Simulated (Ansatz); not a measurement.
# Si16H6O: the cost of one run

All numbers below are computed with Ansatz 0.2.0 (DFT PBEsol, plane waves, PAW, scalar-relativistic, no spin polarisation).

### 1 The starting structure

The cell holds 23 atoms (H6OSi16): a = 7.679 Å, b = 7.679 Å, c = 18.419 Å, α = 90.00°, β = 90.00°, γ = 60.00°.

As a file:

```xyz
23
Lattice="7.6792 0.0000 0.0000 3.8396 6.6504 0.0000 0.0000 0.0000 18.4188" Properties=species:S:1:pos:R:3 pbc="T T T"
H     1.9198    1.1084    1.0000
H     5.7594    1.1084    1.0000
H     3.8396    4.4336    1.0000
H     7.6792    4.4336    1.0000
Si    1.9198    1.1084    2.5000
Si    5.7594    1.1084    2.5000
Si    3.8396    4.4336    2.5000
Si    7.6792    4.4336    2.5000
Si    0.0000    2.2168    3.2838
Si    3.8396    2.2168    3.2838
Si    1.9198    5.5420    3.2838
Si    5.7594    5.5420    3.2838
Si    0.0000    2.2168    5.6350
Si    3.8396    2.2168    5.6350
Si    1.9198    5.5420    5.6350
Si    5.7594    5.5420    5.6350
Si    0.0000    0.0000    6.4188
Si    3.8396    0.0000    6.4188
Si    1.9198    3.3252    6.4188
Si    5.7594    3.3252    6.4188
O     6.7230    2.8631    7.8788
H     6.0433    2.2165    8.0788
H     7.5497    2.4195    8.0788
```

### 2 Relaxing the start

The input, input.yaml:

```yaml
accuracy: low
crystal:
  lattice:
    - [7.67918, 0.0, 0.0]
    - [3.83959, 6.650365, 0.0]
    - [0.0, 0.0, 18.418765]
  atoms:
    - { symbol: H, position: [0.1666667, 0.1666667, 0.0542925] }
    - { symbol: H, position: [0.6666667, 0.1666667, 0.0542925] }
    - { symbol: H, position: [0.1666667, 0.6666667, 0.0542925] }
    - { symbol: H, position: [0.6666667, 0.6666667, 0.0542925] }
    - { symbol: Si, position: [0.1666667, 0.1666667, 0.1357311] }
    - { symbol: Si, position: [0.6666667, 0.1666667, 0.1357311] }
    - { symbol: Si, position: [0.1666667, 0.6666667, 0.1357311] }
    - { symbol: Si, position: [0.6666667, 0.6666667, 0.1357311] }
    - { symbol: Si, position: [-0.1666667, 0.3333333, 0.178283] }
    - { symbol: Si, position: [0.3333333, 0.3333333, 0.178283] }
    - { symbol: Si, position: [-0.1666667, 0.8333333, 0.178283] }
    - { symbol: Si, position: [0.3333333, 0.8333333, 0.178283] }
    - { symbol: Si, position: [-0.1666667, 0.3333333, 0.3059386] }
    - { symbol: Si, position: [0.3333333, 0.3333333, 0.3059386] }
    - { symbol: Si, position: [-0.1666667, 0.8333333, 0.3059386] }
    - { symbol: Si, position: [0.3333333, 0.8333333, 0.3059386] }
    - { symbol: Si, position: [0.0, 0.0, 0.3484905] }
    - { symbol: Si, position: [0.5, 0.0, 0.3484905] }
    - { symbol: Si, position: [0.0, 0.5, 0.3484905] }
    - { symbol: Si, position: [0.5, 0.5, 0.3484905] }
    - { symbol: O, position: [0.6602328, 0.4305113, 0.4277575] }
    - { symbol: H, position: [0.6203236, 0.3332907, 0.438616] }
    - { symbol: H, position: [0.8012301, 0.3638085, 0.438616] }
basis:
  ecutwfc: 420.0
kpoints:
  mp_grid: { grid: [2, 2, 1] }
hamiltonian:
  xc: pbesol
  pseudopotentials: { kind: paw, azcp: { folder: soft_1 } }
scf:
  occupations: { method: fermi_dirac, width: 0.02 }
  lower_state_search: "off"
relax:
  f_tol: 0.08
  max_steps: 25
  adjacent_minimum: "off"
  constraints: [{ sites: [0, 1, 2, 3, 4, 5, 6, 7] }]
```

Run with:

```console
$ ansatz run input.yaml --threads 1 --pin off --max-ram 3072MiB --backend cpu --events-out ev --progress --plain --runs-dir out
```

What time and memory should one allow on 1 thread of Arm Neoverse V1, shared host?

About 3.5 min, with a peak of 0.92 GiB.
